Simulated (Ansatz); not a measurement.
CsCl (CsCl type), relaxed with r²SCAN (Ansatz, a program for electronic structure, plane waves, PAW): a = 4.140 Å, b = 4.140 Å, c = 4.140 Å, α = 90.00°, β = 90.00°, γ = 90.00°.

| Quantity | Result |
|---|---|
| gap (eV) | 5.91 |
| ΔH_f (eV/atom) | -2.19 |
| B₀ by P(V) fit (GPa) | 18.3 |

**Question.** The same phase is relaxed and computed with LDA in the same code. What are the cell and these values now?

**Answer.** a = 3.9694 Å, b = 3.9694 Å, c = 3.9694 Å, α = 90.00°, β = 90.00°, γ = 90.00°.

* **gap (eV)**: 4.99
* **ΔH_f (eV/atom)**: -2.03
* **B₀ by P(V) fit (GPa)**: 24.8

All cells were relaxed under the symmetry of their starts (and spin orders); stability against distortions was not tested throughout. Spin–orbit coupling is left out wherever it is not named.

Potentials: the later of the program's two PAW sets.

Ansatz is a plane-wave DFT program.

Formation energies count from the lowest solids of the elements computed at the same level, not from gases.
